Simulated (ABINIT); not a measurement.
Crystal: Se.

```xyz
3
Lattice="4.3662 0.0000 0.0000 -2.1831 3.7812 0.0000 0.0000 0.0000 4.9536" Properties=species:S:1:pos:R:3 pbc="T T T"
Se    1.6910    2.9289    0.0000
Se   -0.4921    0.8523    3.3024
Se    0.9841    0.0000    1.6512
```

Base run:

```yaml
Program: ABINIT 10.8.3 (patched build)
Functional: SOGGA
Potentials_or_basis: JTH PAW PBE v2.0
Cutoff: 408 eV
k_mesh: 7 × 7 × 6
Occupations: fermi-dirac, width 0.05 eV
Spin: no spin polarisation
```

Its results: band gap on the k mesh 1.12 eV, indirect (least direct gap 1.45 eV); pressure -0.6 GPa; largest force 0.253 eV/Å.

Task: After a change of settings the same cell gave: band gap on the k mesh 1.20 eV, indirect (least direct gap 1.48 eV); pressure 2.6 GPa; largest force 0.452 eV/Å. Which change was it?
A. functional from SOGGA to LDA; potentials or basis from JTH PAW PBE v2.0 to JTH PAW LDA v2.0
B. functional from SOGGA to PW91
C. functional from SOGGA to PBE; k mesh from 7 × 7 × 6 to 9 × 9 × 8
D. functional from SOGGA to LDA-PZ; potentials or basis from JTH PAW PBE v2.0 to JTH PAW LDA v2.0

Result: B.

PW91 binds less tightly than SOGGA, so the same cell stands under more pressure.

Caveats: the PAW data sets were made with another functional, which shifts forces and pressure a little; the mesh misses the band edges, which the band path finds closer together.
